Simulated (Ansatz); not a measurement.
**Every step of a relaxation of GaP (CsCl type)**

DFT, PBE, PAW with Ansatz's default frozen-core files, scalar-relativistic (Ansatz 0.2.0); a Γ-centred 16×16×16 k mesh, Fermi–Dirac smearing of 0.1 eV, no spin polarisation. The run relaxes cell and atoms at a target pressure of 70 GPa.

Command: `ansatz run input.yaml --threads 1 --pin off --max-ram 3584MiB --backend cpu --events-out ev --progress --plain --runs-dir out` It took 19 s on 1 thread of Arm Neoverse V1, with other jobs on the host, peak memory 0.35 GiB.

```yaml
crystal:
  lattice:
    - [2.8525160834, 0.0, 0.0]
    - [0.0, 2.8525160834, 0.0]
    - [0.0, 0.0, 2.8525160834]
  atoms:
    - { symbol: Ga, position: [0.0, 0.0, 0.0] }
    - { symbol: P, position: [0.5, 0.5, 0.5] }
kpoints:
  mp_grid: { grid: [16, 16, 16] }
scf:
  occupations: { method: fermi_dirac, width: 0.1 }
hamiltonian:
  xc: pbe
  pseudopotentials: { kind: paw }
output:
  forces: true
  stress: true
  eigenvalues: true
  write_density: true
  write_potential: true
  elf: true
  volumetric_format: npy
relax:
  f_tol: 0.005
  max_steps: 40
  cell: { p_target: 70.0, stress_tol: 0.035 }
```

Each step lists its enthalpy F + pV a cell above the last geometry, the pressure, the cell vectors (Å), and Cartesian positions (Å) with forces (eV/Å).

The first step:

```
step 1  dH = 22.84 meV  P = 60.0 GPa
  cell 2.8525 0.0000 0.0000  0.0000 2.8525 0.0000  0.0000 0.0000 2.8525
  Ga 0.0000 0.0000 0.0000   0.0000 0.0000 0.0000
  P 1.4263 1.4263 1.4263   0.0000 0.0000 0.0000
```

Where does the relaxation end, and by which steps?

After 3 geometries, with conventional a, b, c = 2.823, 2.823, 2.823 Å, at 11.254 Å³/atom (-3.03 % against the start) in space group Pm-3m, with a shortest distance of 2.445 Å. The further steps:
```
step 2  dH = 0.07 meV  P = 70.7 GPa
  cell 2.8215 0.0000 0.0000  0.0000 2.8215 0.0000  0.0000 0.0000 2.8215
  Ga 0.0000 0.0000 0.0000   0.0000 0.0000 0.0000
  P 1.4108 1.4108 1.4108   0.0000 0.0000 0.0000
step 3  dH = 0.00 meV  P = 70.0 GPa
  cell 2.8234 0.0000 0.0000  0.0000 2.8234 0.0000  0.0000 0.0000 2.8234
  Ga 0.0000 0.0000 0.0000   0.0000 0.0000 0.0000
  P 1.4117 1.4117 1.4117   0.0000 0.0000 0.0000
step 4  dH = 0.37 meV  P = 70.0 GPa  (same geometry on a basis chosen anew; earlier energies don't compare to the last digit)
  cell 2.8234 0.0000 0.0000  0.0000 2.8234 0.0000  0.0000 0.0000 2.8234
  Ga 0.0000 0.0000 0.0000   0.0000 0.0000 0.0000
  P 1.4117 1.4117 1.4117   0.0000 0.0000 0.0000
```
